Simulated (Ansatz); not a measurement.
# PtSe2 monolayer (1T): modes against uniaxial strain along a, the zigzag direction, with the width clamped

Aim: how do the optical modes of PtSe2 monolayer (1T) shift and split under this strain?

Method: DFT PBE, scalar-relativistic, plane waves, PAW; PAW set soft_1, in Ansatz 0.2.0.

Report form: the programs' logs are mostly left out.

## Step 1: Set-up

The cell holds 3 atoms: 1 Pt and 2 Se. Its edges and angles: a = 3.650 Å, b = 3.650 Å, c = 29.927 Å, α = 90.0°, β = 90.0°, γ = 120.0°. Vacuum lies along c. The height across the vacuum is the one that the program set for its solve, not the one typed.

As a file:

```cif
data_structure
_symmetry_space_group_name_H-M 'P 1'
_symmetry_Int_Tables_number 1
_cell_length_a 3.6500
_cell_length_b 3.6500
_cell_length_c 29.9272
_cell_angle_alpha 90.000
_cell_angle_beta 90.000
_cell_angle_gamma 120.000
_cell_volume 345.29
loop_
_atom_site_label
_atom_site_type_symbol
_atom_site_fract_x
_atom_site_fract_y
_atom_site_fract_z
_atom_site_occupancy
Pt1 Pt 0.00000 0.00000 0.33414 1
Se2 Se 0.33333 0.66667 0.38533 1
Se3 Se 0.66667 0.33333 0.28296 1
```

## Step 2: A rough relaxation first

The start is far from rest, so a relaxation with loose tolerances brings it close first. The program lengthens the typed cell of 20.0 Å along the normal to 29.9 Å, as its cut-off of the electrostatics needs, and moves no atom.

input.yaml

```yaml
crystal:
  lattice:
    - [3.65, 0.0, 0.0]
    - [-1.825, 3.16099, 0.0]
    - [0.0, 0.0, 20.0]
  atoms:
    - { symbol: Pt, position: [0.0, 0.0, 0.5] }
    - { symbol: Se, position: [0.333333, 0.666667, 0.57659] }
    - { symbol: Se, position: [0.666667, 0.333333, 0.42341] }
  periodic: [true, true, false]
kpoints:
  mp_grid: { grid: [6, 6, 1] }
hamiltonian:
  xc: pbe
  pseudopotentials: { kind: paw, azcp: { folder: soft_1 } }
scf:
  occupations: { method: gaussian, width: 0.1 }
output:
  forces: true
  stress: true
  eigenvalues: true
relax:
  adjacent_minimum: "off"
  f_tol: 0.05
  max_steps: 80
  cell: { stress_2d_tol: 0.02 }
```

On the command line:

```console
> ansatz run input.yaml --threads 4 --pin off --max-ram 16384MiB --backend cpu --events-out ev --progress --plain --runs-dir out
```

Run time: 7.7 s. Hardware: 4 threads of Arm Neoverse V2, shared host; peak memory 0.69 GiB.

The steps of the relaxation:

```csv
step,energy less that of the first step (eV),largest force component (eV/Å),volume (Å³)
1,0.0000,1.6676,345.29
2,-0.2981,0.2810,346.18
3,-0.3477,0.0559,360.28
4,-0.3502,0.0097,364.50
5,-0.3502,0.0004,364.53
6*,-0.3510,0.0002,364.53
```

Relaxation steps marked * repeat the geometry before them on a plane-wave basis chosen anew for their cell, so energy and pressure can jump there.

The run keeps the 12 symmetry operations that it works with, so distortions that break them were not tested.

```csv
cell as run,before,after,change
a (Å),3.650,3.750,+2.7 %
b (Å),3.650,3.750,+2.7 %
```

The atoms that moved most (Å, along periodic axes as changes of fractional coordinates times the final cell, across vacuum about the mean position):

```csv
atom,dx,dy,dz,length
Se2,0.000,0.000,-0.226,0.226
Se3,0.000,0.000,0.226,0.226
```

The relaxed structure:

```xyz
3
Lattice="3.7503 0.0000 0.0000 -1.8752 3.2479 0.0000 0.0000 0.0000 29.9272" Properties=species:S:1:pos:R:3
Pt    0.0000    0.0000   10.0000
Se    0.0000    2.1652   11.3057
Se    1.8752    1.0826    8.6943
```

A gap read on the k-mesh alone can miss the band edges.

Numbers from this step:

* gap on the k-mesh: 1.670 eV
* area per atom: 4.06 Å²

The relaxation ends with a largest force component of 2.2e-4 eV/Å.

## Step 3: Relaxation

Harmonic phonons are second derivatives at a point where the forces vanish, and they are wanted at zero stress, so atoms and cell are relaxed first.

input.yaml

```yaml
crystal:
  lattice:
    - [3.7503094601, 0.0, 0.0]
    - [-1.87515473, 3.2478632645, 0.0]
    - [0.0, 0.0, 29.9272]
  atoms:
    - { symbol: Pt, position: [0.0, 0.0, 0.3341441899] }
    - { symbol: Se, position: [0.3333333333, 0.6666666667, 0.3777740492] }
    - { symbol: Se, position: [0.6666666667, 0.3333333333, 0.2905143306] }
  periodic: [true, true, false]
kpoints:
  mp_grid: { grid: [9, 9, 1] }
hamiltonian:
  xc: pbe
  pseudopotentials: { kind: paw, azcp: { folder: soft_1 } }
scf:
  occupations: { method: gaussian, width: 0.02 }
output:
  forces: true
  stress: true
  eigenvalues: true
  write_density: true
  write_potential: true
  elf: true
  volumetric_format: npy
relax:
  adjacent_minimum: "off"
  f_tol: 0.005
  max_steps: 80
  cell: { stress_2d_tol: 0.02 }
```

Elapsed: 9.1 s, on 4 threads; peak memory 0.76 GiB; 33 s of CPU time.

Little changed from the start: no atom moved by 0.005 Å and no cell edge by 0.1 %.

This step gave:

| Property | Result |
| --- | --- |
| gap on the k-mesh | 1.390 eV |
| area per atom | 4.056 Å² |

ELF in the ac plane at fractional y = 0.000, with atoms of Pt within 0.2 Å of it. It is the smooth field of the valence electrons, not physical close to the nuclei.

Ten even steps from '0' (0.00) to '9' (0.66), each cell a mean:
```
00000000000000
00000000000000
00000000000000
00000000000000
00000000000000
00000000000000
00000000000000
00000000000000
00000000000000
00000000000000
00000000000000
00000000000000
00000000000000
00001345421000
22236899985322
87655555554568
76555666665567
11135899975211
00001233210000
00000000000000
00000000000000
00000000000000
00000000000000
00000000000000
```
Columns run along a (3.7 Å), rows up along c (29.9 Å). Atoms in or near the plane, at fractional coordinates: Pt at (0.00, 0.33).

Valence density in the ac plane at fractional y = 0.000, with atoms of Pt within 0.2 Å of it. It is the smooth field of the valence electrons, not physical close to the nuclei.

Values in units of 1e0 e/Å³, 24 rows by 14 columns, each cell a mean:
```
0.0 0.0 0.0 0.0 0.0 0.0 0.0 0.0 0.0 0.0 0.0 0.0 0.0 0.0
0.0 0.0 0.0 0.0 0.0 0.0 0.0 0.0 0.0 0.0 0.0 0.0 0.0 0.0
0.0 0.0 0.0 0.0 0.0 0.0 0.0 0.0 0.0 0.0 0.0 0.0 0.0 0.0
0.0 0.0 0.0 0.0 0.0 0.0 0.0 0.0 0.0 0.0 0.0 0.0 0.0 0.0
0.0 0.0 0.0 0.0 0.0 0.0 0.0 0.0 0.0 0.0 0.0 0.0 0.0 0.0
0.0 0.0 0.0 0.0 0.0 0.0 0.0 0.0 0.0 0.0 0.0 0.0 0.0 0.0
0.0 0.0 0.0 0.0 0.0 0.0 0.0 0.0 0.0 0.0 0.0 0.0 0.0 0.0
0.0 0.0 0.0 0.0 0.0 0.0 0.0 0.0 0.0 0.0 0.0 0.0 0.0 0.0
0.0 0.0 0.0 0.0 0.0 0.0 0.0 0.0 0.0 0.0 0.0 0.0 0.0 0.0
0.0 0.0 0.0 0.0 0.0 0.0 0.0 0.0 0.0 0.0 0.0 0.0 0.0 0.0
0.0 0.0 0.0 0.0 0.0 0.0 0.0 0.0 0.0 0.0 0.0 0.0 0.0 0.0
0.0 0.0 0.0 0.0 0.0 0.0 0.0 0.0 0.0 0.0 0.0 0.0 0.0 0.0
0.0 0.0 0.0 0.0 0.0 0.0 0.0 0.0 0.0 0.0 0.0 0.0 0.0 0.0
0.0 0.0 0.0 0.0 0.0 0.0 0.0 0.0 0.0 0.0 0.0 0.0 0.0 0.0
0.1 0.1 0.1 0.1 0.2 0.2 0.2 0.3 0.2 0.2 0.1 0.1 0.1 0.1
6.5 5.3 3.1 1.0 0.5 0.3 0.2 0.2 0.3 0.3 0.5 1.5 3.6 5.7
4.3 3.4 1.9 0.7 0.4 0.3 0.3 0.3 0.3 0.3 0.4 1.0 2.3 3.7
0.1 0.1 0.1 0.1 0.1 0.1 0.2 0.2 0.2 0.1 0.1 0.1 0.1 0.1
0.0 0.0 0.0 0.0 0.0 0.0 0.0 0.0 0.0 0.0 0.0 0.0 0.0 0.0
0.0 0.0 0.0 0.0 0.0 0.0 0.0 0.0 0.0 0.0 0.0 0.0 0.0 0.0
0.0 0.0 0.0 0.0 0.0 0.0 0.0 0.0 0.0 0.0 0.0 0.0 0.0 0.0
0.0 0.0 0.0 0.0 0.0 0.0 0.0 0.0 0.0 0.0 0.0 0.0 0.0 0.0
0.0 0.0 0.0 0.0 0.0 0.0 0.0 0.0 0.0 0.0 0.0 0.0 0.0 0.0
0.0 0.0 0.0 0.0 0.0 0.0 0.0 0.0 0.0 0.0 0.0 0.0 0.0 0.0
```
Columns run along a (3.7 Å), rows up along c (29.9 Å). Atoms in or near the plane, at fractional coordinates: Pt at (0.00, 0.33).

Electrostatic potential energy in the ac plane at fractional y = 0.000, with atoms of Pt within 0.2 Å of it. With pseudopotentials it is smooth inside the atoms' cores, unlike the true potential.

Ten even steps from '_' (-15 eV) to '@' (0 eV), each cell a mean:
```
@@@@@@@@@@@@@@@@@@@@@@@@@@@@
@@@@@@@@@@@@@@@@@@@@@@@@@@@@
@@@@@@@@@@@@@@@@@@@@@@@@@@@@
@@@@@@@@@@@@@@@@@@@@@@@@@@@@
@@@@@@@@@@@@@@@@@@@@@@@@@@@@
@@@@@@@@@@@@@@@@@@@@@@@@@@@@
@@@@@@@@@@@@@@@@@@@@@@@@@@@@
@@@@@@@@@@@@@@@@@@@@@@@@@@@@
@@@@@@@@@@@@@@@@@@@@@@@@@@@@
@@@@@@@@@@@@@@@@@@@@@@@@@@@@
@@@@@@@@@@@@@@@@@@@@@@@@@@@@
@@@@@@@@@@@@@@@@@@@@@@@@@@@@
@@@@@@@@@@@@@@@@@@@@@@@@@@@@
@@@@@@@@@@@@@@@@@@@@@@@@@@@@
%%%%%%%%####**++**##%%%%%%%%
______..==**********--..____
....::--++****++****==::....
@@@@@@%%%%##****####%%@@@@@@
@@@@@@@@@@@@@@@@@@@@@@@@@@@@
@@@@@@@@@@@@@@@@@@@@@@@@@@@@
@@@@@@@@@@@@@@@@@@@@@@@@@@@@
@@@@@@@@@@@@@@@@@@@@@@@@@@@@
@@@@@@@@@@@@@@@@@@@@@@@@@@@@
@@@@@@@@@@@@@@@@@@@@@@@@@@@@
```
Columns run along a (3.7 Å; values clipped at the 3rd and 97th percentile), rows up along c (29.9 Å). Atoms in or near the plane, at fractional coordinates: Pt at (0.00, 0.33).

## Step 4: Tight relaxation

Phonons need small forces and stress, so the relaxation is finished with tight tolerances on 9×9×1 k points.

input.yaml, the sections that differ from step 3:

```yaml
crystal:
  lattice:
    - [3.7485271296, 0.0, 0.0]
    - [-1.8742635648, 3.246319721, 0.0]
    - [0.0, 0.0, 29.9272]
  atoms:
    - { symbol: Pt, position: [0.0, 0.0, 0.3341441899] }
    - { symbol: Se, position: [0.3333333333, 0.6666666667, 0.3778475373] }
    - { symbol: Se, position: [0.6666666667, 0.3333333333, 0.2904408425] }
  periodic: [true, true, false]
scf:
  occupations: { method: fixed }
relax:
  adjacent_minimum: "off"
  f_tol: 0.001
  max_steps: 60
  cell: { stress_2d_tol: 0.002 }
# kpoints, hamiltonian, output: as in step 3
```

Run time: 11 s. Hardware: 4 threads; peak memory 0.76 GiB; 41 s of CPU time.

Little changed from the start: no atom moved by 0.005 Å and no cell edge by 0.1 %.

ELF in the ac plane at fractional y = 0.000, with atoms of Pt within 0.2 Å of it. It is the smooth field of the valence electrons, not physical close to the nuclei.

Values, 24 rows by 14 columns, each cell a mean:
```
0.00 0.00 0.00 0.00 0.00 0.00 0.00 0.00 0.00 0.00 0.00 0.00 0.00 0.00
0.00 0.00 0.00 0.00 0.00 0.00 0.00 0.00 0.00 0.00 0.00 0.00 0.00 0.00
0.00 0.00 0.00 0.00 0.00 0.00 0.00 0.00 0.00 0.00 0.00 0.00 0.00 0.00
0.00 0.00 0.00 0.00 0.00 0.00 0.00 0.00 0.00 0.00 0.00 0.00 0.00 0.00
0.00 0.00 0.00 0.00 0.00 0.00 0.00 0.00 0.00 0.00 0.00 0.00 0.00 0.00
0.00 0.00 0.00 0.00 0.00 0.00 0.00 0.00 0.00 0.00 0.00 0.00 0.00 0.00
0.00 0.00 0.00 0.00 0.00 0.00 0.00 0.00 0.00 0.00 0.00 0.00 0.00 0.00
0.00 0.00 0.00 0.00 0.00 0.00 0.00 0.00 0.00 0.00 0.00 0.00 0.00 0.00
0.00 0.00 0.00 0.00 0.00 0.00 0.00 0.00 0.00 0.00 0.00 0.00 0.00 0.00
0.00 0.00 0.00 0.00 0.00 0.00 0.00 0.00 0.00 0.00 0.00 0.00 0.00 0.00
0.00 0.00 0.00 0.00 0.00 0.00 0.00 0.00 0.00 0.00 0.00 0.00 0.00 0.00
0.00 0.00 0.00 0.00 0.00 0.00 0.00 0.00 0.00 0.00 0.00 0.00 0.00 0.00
0.00 0.00 0.00 0.00 0.01 0.01 0.02 0.02 0.02 0.01 0.00 0.00 0.00 0.00
0.01 0.01 0.02 0.05 0.12 0.22 0.31 0.33 0.29 0.19 0.10 0.03 0.01 0.01
0.15 0.14 0.16 0.25 0.42 0.57 0.65 0.66 0.63 0.54 0.38 0.21 0.15 0.14
0.56 0.52 0.44 0.36 0.33 0.35 0.35 0.34 0.35 0.35 0.33 0.38 0.46 0.53
0.50 0.45 0.38 0.33 0.36 0.43 0.44 0.44 0.44 0.41 0.35 0.34 0.40 0.47
0.09 0.09 0.11 0.21 0.37 0.54 0.63 0.65 0.61 0.50 0.33 0.17 0.10 0.09
0.00 0.00 0.01 0.03 0.07 0.14 0.21 0.23 0.19 0.12 0.06 0.02 0.01 0.00
0.00 0.00 0.00 0.00 0.00 0.01 0.01 0.01 0.01 0.00 0.00 0.00 0.00 0.00
0.00 0.00 0.00 0.00 0.00 0.00 0.00 0.00 0.00 0.00 0.00 0.00 0.00 0.00
0.00 0.00 0.00 0.00 0.00 0.00 0.00 0.00 0.00 0.00 0.00 0.00 0.00 0.00
0.00 0.00 0.00 0.00 0.00 0.00 0.00 0.00 0.00 0.00 0.00 0.00 0.00 0.00
0.00 0.00 0.00 0.00 0.00 0.00 0.00 0.00 0.00 0.00 0.00 0.00 0.00 0.00
```
Columns run along a (3.7 Å), rows up along c (29.9 Å). Atoms in or near the plane, at fractional coordinates: Pt at (0.00, 0.33).

Electrostatic potential energy in the ac plane at fractional y = 0.000, with atoms of Pt within 0.2 Å of it. With pseudopotentials it is smooth inside the atoms' cores, unlike the true potential.

Ten even steps from '_' (-15 eV) to '@' (0 eV), each cell a mean:
```
@@@@@@@@@@@@@@@@@@@@@@@@@@@@
@@@@@@@@@@@@@@@@@@@@@@@@@@@@
@@@@@@@@@@@@@@@@@@@@@@@@@@@@
@@@@@@@@@@@@@@@@@@@@@@@@@@@@
@@@@@@@@@@@@@@@@@@@@@@@@@@@@
@@@@@@@@@@@@@@@@@@@@@@@@@@@@
@@@@@@@@@@@@@@@@@@@@@@@@@@@@
@@@@@@@@@@@@@@@@@@@@@@@@@@@@
@@@@@@@@@@@@@@@@@@@@@@@@@@@@
@@@@@@@@@@@@@@@@@@@@@@@@@@@@
@@@@@@@@@@@@@@@@@@@@@@@@@@@@
@@@@@@@@@@@@@@@@@@@@@@@@@@@@
@@@@@@@@@@@@@@@@@@@@@@@@@@@@
@@@@@@@@@@@@@@@@@@@@@@@@@@@@
%%%%%%%%####**++**##%%%%%%%%
______..==**********--..____
....::--++****++****==::....
@@@@@@%%%%##****####%%@@@@@@
@@@@@@@@@@@@@@@@@@@@@@@@@@@@
@@@@@@@@@@@@@@@@@@@@@@@@@@@@
@@@@@@@@@@@@@@@@@@@@@@@@@@@@
@@@@@@@@@@@@@@@@@@@@@@@@@@@@
@@@@@@@@@@@@@@@@@@@@@@@@@@@@
@@@@@@@@@@@@@@@@@@@@@@@@@@@@
```
Columns run along a (3.7 Å; values clipped at the 3rd and 97th percentile), rows up along c (29.9 Å). Atoms in or near the plane, at fractional coordinates: Pt at (0.00, 0.33).

Valence density in the ac plane at fractional y = 0.000, with atoms of Pt within 0.2 Å of it. It is the smooth field of the valence electrons, not physical close to the nuclei.

Ten steps, logarithmic in the rise over the least value, from '0' (0.00 × 1e0 e/Å³) to '9' (6.53 × 1e0 e/Å³), each cell a mean:
```
00000000000000
00000000000000
00000000000000
00000000000000
00000000000000
00000000000000
00000000000000
00000000000000
00000000000000
00000000000000
00000000000000
00000000000000
00000000000000
00000000000000
22222333322222
99864333334689
98754333334678
11112222222111
00000000000000
00000000000000
00000000000000
00000000000000
00000000000000
00000000000000
```
Columns run along a (3.7 Å), rows up along c (29.9 Å). Atoms in or near the plane, at fractional coordinates: Pt at (0.00, 0.33).

The largest force component left is 0.30 meV/Å, within the tolerances set.

## Step 5: Zone-centre response at rest

Phonons follow from the second derivative of the energy, found here by linear response.

The modes at rest are the reference of the series.

input.yaml, the sections that differ from step 4:

```yaml
crystal:
  lattice:
    - [3.7481554773, 0.0, 0.0]
    - [-1.8740777386, 3.2459978606, 0.0]
    - [0.0, 0.0, 29.9272]
  atoms:
    - { symbol: Pt, position: [0.0, 0.0, 0.3341441899] }
    - { symbol: Se, position: [0.3333333333, 0.6666666667, 0.3778510869] }
    - { symbol: Se, position: [0.6666666667, 0.3333333333, 0.2904372929] }
  periodic: [true, true, false]
output:
  eigenvalues: true
phonons:
  method: dfpt
# kpoints, hamiltonian, scf: as in step 4
# relax: removed
```

Elapsed: 53 s, on 4 threads; peak memory 1.4 GiB.

Numbers from this step:

```yaml
sum_rule_residual_before_enforcement: 2.03e-4 eV/Å²
point_group: -3m
highest_optical_mode_at_the_zone_centre_no_lo_to_term: 222.4 cm⁻¹
lowest_optical_zone_centre_mode: 170.2 cm⁻¹
```

Without the LO-TO term. Patterns of degenerate modes are one choice out of their space. Modes at Γ, with each element's share of the kinetic energy:

```csv
mode,frequency (cm⁻¹),symmetry,Pt %,Se %
1,0.0,acoustic,55,45
2,0.0,acoustic,55,45
3,0.0,acoustic,55,45
4,170.2,Eg,0,100
5,170.2,Eg,0,100
6,196.8,A1g,0,100
7,214.0,Eu,45,55
8,214.0,Eu,45,55
9,222.4,A2u,45,55
```

Displacements in mode 4 (170.2 cm⁻¹), the largest set to 1:
```
Pt1  0.00  0.00  0.00
Se2 -0.44 -1.00  0.00
Se3  0.44  1.00  0.00
```

Displacements in mode 9 (222.4 cm⁻¹), the largest set to 1:
```
Pt1  0.00  0.00  0.81
Se2  0.00  0.00 -1.00
Se3  0.00  0.00 -1.00
```

Before it was imposed, the acoustic sum rule was missed by 2.0e-4 eV/Å². Small misses are needed for a sound result but don't prove that mesh and cutoff are converged. The lowest optical mode is real, 170 cm⁻¹.

## Step 6: Relaxation of a member: uniaxial strain of +5 % along a, the zigzag direction, with the width clamped

The cell takes a uniaxial strain of +5 % along a, the zigzag direction, with the width clamped. The cell is held, and the atoms relax in it.

input.yaml

```yaml
crystal:
  lattice:
    - [3.9355632512, 0.0, 0.0]
    - [-1.9677816256, 3.2459978606, 0.0]
    - [0.0, 0.0, 29.9272]
  atoms:
    - { symbol: Pt, position: [0.0, 0.0, 0.3341441899] }
    - { symbol: Se, position: [0.3369447204, 0.6738894408, 0.3765168829] }
    - { symbol: Se, position: [0.6630552796, 0.3261105592, 0.2917714969] }
  periodic: [true, true, false]
kpoints:
  mp_grid: { grid: [9, 9, 1] }
hamiltonian:
  xc: pbe
  pseudopotentials: { kind: paw, azcp: { folder: soft_1 } }
scf:
  occupations: { method: gaussian, width: 0.02 }
output:
  forces: true
  stress: true
  eigenvalues: true
relax:
  adjacent_minimum: "off"
  f_tol: 0.001
  max_steps: 60
```

Elapsed: 16 s, on 4 threads; peak memory 0.78 GiB; 60 s of CPU time.

Relaxation path:

```csv
step,energy less that of the first step (eV),largest force component (eV/Å)
1,0.0000,0.0981
2,0.0007,0.1367
3,-0.0011,0.0044
4,-0.0011,0.0001
```

Relaxation step 2 was tried and not accepted.

Forces are held to the 4 operations that the run works with; a distortion that breaks them can't arise in this run.

The atoms that moved most (Å):

```csv
atom,dx,dy,dz,length
Se3,0.000,-0.005,0.009,0.011
Se2,0.000,0.005,-0.009,0.011
```

The relaxed structure:

```
Pt Se
1.0
     3.93556    0.00000    0.00000
    -1.96778    3.24600    0.00000
     0.00000    0.00000   29.92720
Pt Se
1 2
Direct
  0.00000 0.00000 0.33414
  0.33768 0.67536 0.37620
  0.66232 0.32464 0.29209
```

This step gave:

| Quantity | Value |
| --- | --- |
| gap on the k-mesh | 1.142 eV |
| area per atom | 4.258 Å² |

The largest force component left is 0.13 meV/Å.

## Step 7: Zone-centre modes of the member: uniaxial strain of +5 % along a, the zigzag direction, with the width clamped

The zone-centre modes follow for uniaxial strain of +5 % along a, the zigzag direction, with the width clamped.

input.yaml, the sections that differ from step 6:

```yaml
crystal:
  lattice:
    - [3.9355632512, 0.0, 0.0]
    - [-1.9677816256, 3.2459978606, 0.0]
    - [0.0, 0.0, 29.9272]
  atoms:
    - { symbol: Pt, position: [0.0, 0.0, 0.3341441899] }
    - { symbol: Se, position: [0.3376791971, 0.6753583942, 0.3761997475] }
    - { symbol: Se, position: [0.6623208029, 0.3246416058, 0.2920886323] }
  periodic: [true, true, false]
scf:
  occupations: { method: fixed }
output:
  eigenvalues: true
phonons:
  method: dfpt
# kpoints, hamiltonian: as in step 6
# relax: removed
```

Run time: 78 s. Hardware: 4 threads; peak memory 1.4 GiB; 4.9 min of CPU time.

Numbers from this step:

```
sum-rule residual before enforcement                    : 1.37e-4 eV/Å²
point group                                             : 2/m
highest optical mode at the zone centre (no LO-TO term) : 218.8 cm⁻¹
lowest optical zone-centre mode                         : 160.6 cm⁻¹
```

Without the LO-TO term. Patterns of degenerate modes are one choice out of their space. Modes at Γ, with each element's share of the kinetic energy:

```csv
mode,frequency (cm⁻¹),symmetry,Pt %,Se %
1,0.0,acoustic,55,45
2,0.0,acoustic,55,45
3,0.0,acoustic,55,45
4,160.6,Bg,0,100
5,170.6,Ag,0,100
6,190.4,Ag,0,100
7,192.7,Au,45,55
8,203.5,Bu,45,55
9,218.8,Bu,45,55
```

Displacements in mode 4 (160.6 cm⁻¹), the largest set to 1:
```
Pt1  0.00  0.00  0.00
Se2  1.00  0.00  0.00
Se3 -1.00  0.00  0.00
```

Displacements in mode 7 (192.7 cm⁻¹), the largest set to 1:
```
Pt1  0.81  0.00  0.00
Se2 -1.00  0.00  0.00
Se3 -1.00  0.00  0.00
```

The lowest optical mode is real, 161 cm⁻¹, and the highest lies at 218.8 cm⁻¹.

(Continued in part 2 of 2.)

[Logs are printed without paths, hosts, clocks, repeated set-up lines and the standing remarks that a program may print on its own settings, such as how far it seeks lower states.]

[Hosts, paths, dates, database ids (printed as entryN), source tags and the programs' standing remarks are cut or masked in the printed files.]
